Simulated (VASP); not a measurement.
A run of VASP 6.6.1 is set up as follows.

INCAR

```
SYSTEM = InAs
PREC = Accurate
ENCUT = 520
EDIFF = 1E-6
ISMEAR = 0
SIGMA = 0.15
LREAL = .FALSE.
LASPH = .TRUE.
NELM = 100
ALGO = Normal
ISIF = 2
LWAVE = .FALSE.
LCHARG = .FALSE.
GGA = PE
NBANDS = 16
```

KPOINTS

```
Automatic mesh
0
G
  18 18 18
  0 0 0
```

POSCAR

```
InAs
1.0
    0.0000000000      3.0933796600      3.0933796600
    3.0933796600      0.0000000000      3.0933796600
    3.0933796600      3.0933796600      0.0000000000
In As
1 1
Direct
    0.0000000000      0.0000000000      0.0000000000
    0.7500000000      0.7500000000      0.7500000000
```

Potentials or basis: VASP PAW PBE potentials, release 64 (In_d, As).

Command:

```sh
$ cat potpaw_PBE.64/In_d/POTCAR potpaw_PBE.64/As/POTCAR > POTCAR
$ mpirun -np 1 vasp_std > vasp.out
```

Question: Predict the pressure.

Answer: 0.0 GPa.

Question: Predict the band gap on the k mesh.

Answer: Zero (filled and empty bands touch).

Caveat: semilocal functionals underestimate gaps, and a narrow one can read as zero; spin-orbit coupling is left out, which moves the levels of the heavy elements.

**Measured values to compare with.**

From a printed reference work, data compilation, for a bulk crystal of InAs at 4.2 K: band gap 0.418 eV (direct).

A measured gap of InAs is 0.418 eV (direct; 4.2 K; a printed reference work, data compilation); the calculated 0.00 eV misses it by -0.42 eV. Spin-orbit coupling on As, In is left out. The value is that of PBE on a finite k mesh, which can miss the band edges, without temperature or zero-point motion. Semilocal functionals fall short of measured gaps as a rule.
